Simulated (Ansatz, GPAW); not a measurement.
Given: the input of a run of Ansatz 0.2.0 on Sb (Antimony). 

input.yaml

```yaml
crystal:
  lattice:
    - [2.1542, 1.2437279499, 3.758]
    - [-2.1542, 1.2437279499, 3.758]
    - [0.0, -2.4874558998, 3.758]
  atoms:
    - { symbol: Sb, position: [0.76651, 0.76651, 0.76651] }
    - { symbol: Sb, position: [0.23349, 0.23349, 0.23349] }
hamiltonian:
  xc: pbe
  pseudopotentials: { kind: paw }
kpoints:
  mp_grid: { grid: [8, 8, 8] }
scf:
  occupations: { method: gaussian, width: 0.014 }
output:
  forces: true
  stress: true
  eigenvalues: true
```

Potentials or basis: Ansatz PAW.

The run is started by

```console
$ ansatz run input.yaml --threads 2 --pin off --max-ram 5632MiB --backend cpu --events-out ev --progress --plain --runs-dir out
```

Question: Translate it to GPAW 26.7.0 (ASE script). Potentials or basis there: GPAW PAW data sets (gpaw-data 1.2.1), cutoff 600 eV.

Answer: As run (cutoffs and basis follow the program's own potentials, and thresholds, step limits or extra output files can differ):

File run.py:

```python
from ase.dft.bandgap import bandgap
from ase.io import read, write
from ase.units import GPa
from gpaw import GPAW, PW

atoms = read('Sb.xyz')

calc = GPAW(mode=PW(600),
            xc='PBE',
            kpts={'size': (8, 8, 8), 'gamma': True},
            occupations={'name': 'methfessel-paxton', 'order': 0, 'width': 0.014},
            nbands=25,
            convergence={'density': 1e-05, 'energy': 1e-05},
            maxiter=150,
            txt='gpaw.txt')
atoms.calc = calc
energy = atoms.get_potential_energy()
forces = atoms.get_forces()
stress = atoms.get_stress()
calc.write('gs.gpw')
write('result.traj', atoms)
print(f'Energy: {energy:.6f} eV')
print('Forces (eV/A):')
print(forces.round(4))
print('Stress (GPa):', (stress / GPa).round(3))
print('Fermi level:', round(calc.get_fermi_level(), 4), 'eV')
print(f'Gap: {bandgap(calc)[0]:.4f} eV, direct: {bandgap(calc, direct=True)[0]:.4f} eV')
```

Contents of Sb.xyz:

```xyz
2
Lattice="2.1542000000 1.2437279499 3.7580000000 -2.1542000000 1.2437279499 3.7580000000 0.0000000000 -2.4874558998 3.7580000000" Properties=species:S:1:pos:R:3 pbc="T T T"
Sb     0.0000000000      0.0000000000      8.6416337400
Sb     0.0000000000      0.0000000000      2.6323662600
```

Potentials or basis: GPAW PAW data sets (gpaw-data 1.2.1), pw.

Launch:

```console
$ OMP_NUM_THREADS=1 python run.py
```

Both were run:

|  | Ansatz | GPAW |
| --- | --- | --- |
| Pressure | 2.7 GPa | 2.4 GPa |
| Largest force | 0.141 eV/Å | 0.124 eV/Å |

Ansatz's pressure holds a Pulay term of +0.03 GPa for its cutoff of 420 eV, which the other run lacks.

Where Ansatz's input types no cutoff or centring, it takes its own default and a Γ-centred mesh.

Pressure is positive in compression.
